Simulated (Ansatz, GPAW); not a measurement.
Fe: programs and potentials compared

```xyz
1
Lattice="-1.4430 1.4430 1.4430 1.4430 -1.4430 1.4430 1.4430 1.4430 -1.4430" Properties=species:S:1:pos:R:3 pbc="T T T"
Fe    0.0000    0.0000    0.0000
```

Alike in all runs: task band structure; functional PBE; k mesh 13 × 13 × 13; occupations fermi-dirac, width 0.05 eV; collinear spin, ferromagnetic start; no spin-orbit coupling. Pressure is positive in compression and, in plane waves, holds the error of the finite cutoff, which Ansatz's Pulay term estimates and takes out.

```csv
program and potentials,plane-wave cutoff (eV),notes,pressure (GPa),net moment per atom (μB)
"Ansatz, Ansatz PAW",420,16 valence electrons an atom on average; Pulay term of +0.09 GPa included,-9.55,2.25
"Ansatz, Ansatz PAW (files of its older set among them)",844,16 valence electrons an atom on average,?,?
"GPAW, GPAW PAW data sets (gpaw-data 1.2.1)",600,8 valence electrons an atom on average,-7.97,2.25
"Ansatz, all-electron LAPW, scalar-relativistic",-,-,-9.85,2.24
```

Task: Estimate from the other rows what the run with Ansatz, Ansatz PAW (files of its older set among them) gave.

Result: Pressure -9.73 GPa; net moment per atom 2.24 μB. Its pressure holds a Pulay term of +0.07 GPa. The other rows, which needn't bracket it: pressure -9.85 to -7.97; net moment per atom 2.24 to 2.25.
